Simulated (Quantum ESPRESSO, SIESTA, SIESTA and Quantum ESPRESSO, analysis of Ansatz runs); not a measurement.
**Levels of O_C in SiC (F-43m), rung by rung (SIESTA and Quantum ESPRESSO)**

We place the charge-transition levels of O_C in SiC (F-43m) with atom-centred orbitals, then repeat the energies at other levels of method to see what holds. Model: a cell of 54 host atoms with 1 C taken out and 1 O put in.

Main program and level: SIESTA and Quantum ESPRESSO; SIESTA numerical-orbital DFT, PBEsol, DZP basis, PseudoDojo 0.4.1 potentials converted to PSML; charged supercells in a uniform background, point-charge correction with alignment at far sites.

### Step 1. The structure

The cell holds 54 atoms: 27 Si, 26 C and 1 O. Cell: a = 9.283 Å, b = 9.283 Å, c = 9.283 Å, α = 60.0°, β = 60.0°, γ = 60.0°. It derives from SiC (space group F-43m). Nearest the centre at fractional (0.417, 0.417, 0.417): O28 at 0.00 Å, Si27 at 1.89 Å, Si29 at 1.89 Å, Si33 at 1.89 Å, Si45 at 1.89 Å, C40 at 3.09 Å, C12 at 3.09 Å, C16 at 3.09 Å.

Structure file:

```
CELL_PARAMETERS angstrom
0.00000 6.56441 6.56441
6.56441 0.00000 6.56441
6.56441 6.56441 0.00000
ATOMIC_POSITIONS crystal
Si 0.00000 0.00000 0.00000
C 0.08333 0.08333 0.08333
Si 0.00000 0.00000 0.33333
C 0.08333 0.08333 0.41667
Si 0.00000 0.00000 0.66667
C 0.08333 0.08333 0.75000
Si 0.00000 0.33333 0.00000
C 0.08333 0.41667 0.08333
Si 0.00000 0.33333 0.33333
C 0.08333 0.41667 0.41667
Si 0.00000 0.33333 0.66667
C 0.08333 0.41667 0.75000
Si 0.00000 0.66667 0.00000
C 0.08333 0.75000 0.08333
Si 0.00000 0.66667 0.33333
C 0.08333 0.75000 0.41667
Si 0.00000 0.66667 0.66667
C 0.08333 0.75000 0.75000
Si 0.33333 0.00000 0.00000
C 0.41667 0.08333 0.08333
Si 0.33333 0.00000 0.33333
C 0.41667 0.08333 0.41667
Si 0.33333 0.00000 0.66667
C 0.41667 0.08333 0.75000
Si 0.33333 0.33333 0.00000
C 0.41667 0.41667 0.08333
Si 0.33333 0.33333 0.33333
O 0.41667 0.41667 0.41667
Si 0.33333 0.33333 0.66667
C 0.41667 0.41667 0.75000
Si 0.33333 0.66667 0.00000
C 0.41667 0.75000 0.08333
Si 0.33333 0.66667 0.33333
C 0.41667 0.75000 0.41667
Si 0.33333 0.66667 0.66667
C 0.41667 0.75000 0.75000
Si 0.66667 0.00000 0.00000
C 0.75000 0.08333 0.08333
Si 0.66667 0.00000 0.33333
C 0.75000 0.08333 0.41667
Si 0.66667 0.00000 0.66667
C 0.75000 0.08333 0.75000
Si 0.66667 0.33333 0.00000
C 0.75000 0.41667 0.08333
Si 0.66667 0.33333 0.33333
C 0.75000 0.41667 0.41667
Si 0.66667 0.33333 0.66667
C 0.75000 0.41667 0.75000
Si 0.66667 0.66667 0.00000
C 0.75000 0.75000 0.08333
Si 0.66667 0.66667 0.33333
C 0.75000 0.75000 0.41667
Si 0.66667 0.66667 0.66667
C 0.75000 0.75000 0.75000
```

The host's dielectric constants go in as inputs: 7.10 for the electrons alone, 10.43 with the ions, from a response run on this crystal (DFPT, PBEsol, Quantum ESPRESSO) at that run's own cell.

The cell's shortest repeat is 9.3 Å.

The primitive cell was relaxed at this level beforehand, to 20.95 Å³.

The defect-free supercell was relaxed beforehand, from displaced atoms: they ended at most 0.01 Å from the sites they started about, so the symmetric structure holds.

### Step 2. Band edges

Levels are counted from the valence top, which comes from the unit cell, dense mesh; the energy of the host comes from the defect-free supercell at the defects' own k-points, so that the host's part of the sampling error cancels.

host.fdf reads:

```
SystemName                      SiC
SystemLabel                     host
NumberOfSpecies                 2
NumberOfAtoms                   2
%block ChemicalSpeciesLabel
  1   14 Si
  2    6 C
%endblock ChemicalSpeciesLabel
LatticeConstant                 1.0 Ang
%block LatticeVectors
     0.000001000     2.188136000     2.188136000
     2.188136000     0.000001000     2.188136000
     2.188136000     2.188136000     0.000001000
%endblock LatticeVectors
AtomicCoordinatesFormat         Fractional
%block AtomicCoordinatesAndAtomicSpecies
     0.000003199     0.000003199     0.000003199  1
     0.249996972     0.249996972     0.249996972  2
%endblock AtomicCoordinatesAndAtomicSpecies
%block kgrid.MonkhorstPack
   12   0   0  0.00
    0  12   0  0.00
    0   0  12  0.00
%endblock kgrid.MonkhorstPack
XC.Functional                   GGA
XC.Authors                      PBEsol
PAO.BasisSize                   DZP
PAO.EnergyShift                 0.005 Ry
Mesh.Cutoff                     300 Ry
OccupationFunction              FD
ElectronicTemperature           0.01 eV
MaxSCFIterations                150
SCF.MustConverge                true
SCF.Mixer.Method                Pulay
SCF.Mixer.Weight                0.2
SCF.Mixer.History               10
SCF.DM.Tolerance                1.0e-4
SCF.H.Tolerance                 1.0e-3 eV
WriteForces                     true
Charge.Mulliken                 end
```

Launch:

```console
$ OMP_NUM_THREADS=1 siesta host.fdf > host.out
```

The program printed:

```text
Version         : 5.4.2

                           ***********************
                           *  WELCOME TO SIESTA  *
                           ***********************

[...]
reinit: Reading from file host.fdf

reinit: -----------------------------------------------------------------------
reinit: System Name: SiC
reinit: -----------------------------------------------------------------------
reinit: System Label: host
reinit: -----------------------------------------------------------------------

initatom: Reading input for the pseudopotentials and atomic orbitals ----------
Species number:   1 Atomic number:   14 Label: Si
Species number:   2 Atomic number:    6 Label: C

[... pseudopotential checks and orbital generation ...]

prinput: Basis input

PAO.BasisType split

%block ChemicalSpeciesLabel
    1   14 Si                      # Species index, atomic number, species label
    2    6 C                       # Species index, atomic number, species label
%endblock ChemicalSpeciesLabel

%block PAO.Basis                 # Define Basis set
# WARNING: This information might be incomplete!
[...]
(Free)E + p*V (eV/cell)     -278.7432
Target enthalpy (eV/cell)     -278.7457
[...]
siesta: Final energy (eV):
siesta:  Band Struct. =    -101.151306
siesta:       Kinetic =     156.951378
siesta:       Hartree =      31.268314
siesta:         Exch. =     -90.540145
siesta:         Corr. =     -11.300426
siesta:   Exch.-corr. =    -101.840571
siesta:  Ion-electron =    -210.155603
siesta:       Ion-ion =    -154.969201
siesta:         Total =    -278.745682
siesta:         Fermi =      -6.333765
[...]
siesta: Stress tensor (static) (eV/Ang**3):
siesta:    -0.000116   -0.000014   -0.000014
siesta:    -0.000014   -0.000116   -0.000014
siesta:    -0.000014   -0.000014   -0.000116
[...]
siesta: Cell volume =         20.953310 Ang**3
[...]
siesta: Pressure (static):
siesta:                Solid            Molecule  Units
siesta:           0.00000127          0.00000094  Ry/Bohr**3
siesta:           0.00011615          0.00008588  eV/Ang**3
siesta:           0.18609308          0.13758814  kBar
[...]
mulliken: Qtot =        8.000

Mulliken Atomic Populations:
Atom #   charge [q] valence [e]  Species
     1    -0.114310    4.114310  Si
     2     0.114310    3.885690  C
 Total     0.000000

Job completed
```

Run time: 26 s. Hardware: 1 MPI rank of Arm Neoverse V1, shared host; peak memory 0.2 GiB.

The gap at this level is 1.23 eV.

Test of the sampling: at one point at (¼, ¼, ¼) the host's energy lies 128 meV an atom above its value on the primitive cell's dense mesh, too far, so all defect runs take a 2×2×2 mesh.

(Part 1 of 3 ends here.)

[Logs are printed without paths, hosts, clocks, repeated set-up lines and the standing remarks that a program may print on its own settings, such as how far it seeks lower states.]

[Hosts, paths, dates, database ids (printed as entryN), source tags and the programs' standing remarks are cut or masked in the printed files.]

[For some hosts the program warned that the k-mesh of the response run may be too coarse for force constants and the static dielectric constant; such warnings are not shown here.]

[Charge tables in the logs are Mulliken or Hirshfeld populations, whose sizes and signs can differ; where basis functions stand at a vacancy, SIESTA counts their charge against the missing atom's valence.]

[In relaxation paths of CP2K, step 0 can be the structure after the first move, since the trajectory file begins there, and the last row can be the final structure solved once more.]
